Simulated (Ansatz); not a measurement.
This session for a comparison of functionals at one structure of GaCuSe₂, space group P4/mmm with Ansatz 0.2.0, Python API holds a mistake.

The cells in order, each with its output:

In [1]:
```python
import warnings

import ansatz as az
import numpy as np
```

In [2]:
```python
warnings.simplefilter("ignore", az.DeckWarning)
```

In [3]:
```python
vectors = np.array([
    [3.774416, 0.0, 0.0],
    [0.0, 3.774416, 0.0],
    [0.0, 0.0, 5.265891],
])
crystal = (
    az.Lattice.of(vectors)
    .atom("Ga", (0.5, 0.5, 0.5))
    .atom("Cu", (0.0, 0.0, 0.0))
    .atom("Se", (0.0, 0.0, 0.5))
    .atom("Se", (0.5, 0.5, 0.0))
)
```

In [4]:
```python
crystal.resolved().sites[-1]
```
Out [4]:
```text
Site(symbol='Se', position=(0.5, 0.5, 0.0), moment=None, axis=None, held=None, saved=None)
```

In [5]:
```python
calculation = (
    crystal.calculation()
    .pseudopotentials("paw")
    .occupations("fixed")
    .kpoints(6, 6, 4)
    .band_table()
)
```

In [6]:
```python
rows = []
for value in ["lda", "blyp", "pbesol"]:
    r = calculation.functional(value).run(threads=1).report
    rows.append((value, r["free_energy_ev"] / len(r["lattice"]["sites"]), r["n_iterations"], r["gap_by_band_count_ev"], r["n_kpoints"]))

print("  functional   F/atom (eV)    iterations  gap by band count (eV)      k-points")
for row in rows:
    print(f"{str(row[0]):>12s}  {row[1]:12.5f}  {row[2]:12d}  {row[3]:22.3f}  {row[4]:12d}")
```
```text
RunWarning: iter 1: σ=0 fill of 32 bands saw a band overlap (occupied 11.2516 eV > unoccupied 8.6217 eV) — on an unconverged iterate often a transient of an unconverged empty band; one that stands at the close is told there (band_overlap_at_count); if the run fails to converge, the spectrum is likely genuinely metallic at σ=0 — use a smearing of finite width or the tetrahedron method (which not [...]
RunWarning: a fill by count may have filled part of one level: at k-index 0 the highest filled band, 9.626100 eV, and the lowest empty band, 9.626100 eV, stand 1.421e-14 eV apart, within the solve's uncertainty, 3.162e-4 eV. If they are one level, whatever splits it, however little, can move the result. A smearing (`scf.occupations.method` with a `width`) well over the split that the run's [...]
RunWarning: the bands overlap at the fill by count (32 filled at each k-point of a channel): the highest filled level, 11.341281 eV at k-index 11, stands 2.6340 eV over the lowest empty one, 8.707298 eV at k-index 27, so that a fill of the lowest levels lies lower and no gap is reported. A metal, or a carrier in a host's bands, wants a smearing of finite width or the tetrahedron method [...]
  functional   F/atom (eV)    iterations  gap by band count (eV)      k-points
         lda   -5257.38777             8                  -2.634            30
        blyp   -5346.88371            11                  -2.584            30
      pbesol   -5295.20662            10                  -2.577            30
```

The session ran to its end, but the result can't be trusted. Why?

The fault: fixed occupations, though the bands overlap at this level of theory. The correction:

```diff
--- before
+++ after
@@
     .pseudopotentials("paw")
-    .occupations("fixed")
+    .occupations("fermi_dirac", width=0.05)
     .kpoints(6, 6, 4)
-    .band_table()
 )
@@
     r = calculation.functional(value).run(threads=1).report
-    rows.append((value, r["free_energy_ev"] / len(r["lattice"]["sites"]), r["n_iterations"], r["gap_by_band_count_ev"], r["n_kpoints"]))
+    rows.append((value, r["free_energy_ev"] / len(r["lattice"]["sites"]), r["n_iterations"], r["n_kpoints"]))
 
-print("  functional   F/atom (eV)    iterations  gap by band count (eV)      k-points")
+print("  functional   F/atom (eV)    iterations      k-points")
 for row in rows:
-    print(f"{str(row[0]):>12s}  {row[1]:12.5f}  {row[2]:12d}  {row[3]:22.3f}  {row[4]:12d}")
+    print(f"{str(row[0]):>12s}  {row[1]:12.5f}  {row[2]:12d}  {row[3]:12d}")
```

Run as a notebook:

(earlier cells as before)

```python
calculation = (
    crystal.calculation()
    .pseudopotentials("paw")
    .occupations("fermi_dirac", width=0.05)
    .kpoints(6, 6, 4)
)
```

```python
rows = []
for value in ["lda", "blyp", "pbesol"]:
    r = calculation.functional(value).run(threads=1).report
    rows.append((value, r["free_energy_ev"] / len(r["lattice"]["sites"]), r["n_iterations"], r["n_kpoints"]))

print("  functional   F/atom (eV)    iterations      k-points")
for row in rows:
    print(f"{str(row[0]):>12s}  {row[1]:12.5f}  {row[2]:12d}  {row[3]:12d}")
```

      functional   F/atom (eV)    iterations      k-points
             lda   -5257.53471             9            30
            blyp   -5347.02940             9            30
          pbesol   -5295.35068             9            30

What to keep in mind:
- The run is spin-unpolarised.
- BLYP can be off by several per cent in the lattices of metals, and by several GPa in the pressure at a fixed cell.
- The mesh is modest for a metal, so energies can be off by several to tens of meV an atom and pressures by half a GPa or more; differences at equal mesh fare better.
- This cell is a computed structure, which may not be the phase found in nature.
- Total energies of different functionals can't be compared; pressures, moments and gaps at this one structure can.
- Run time: 16 s on 1 thread of Arm Neoverse V1, with other jobs on the host, peak memory 0.46 GiB.
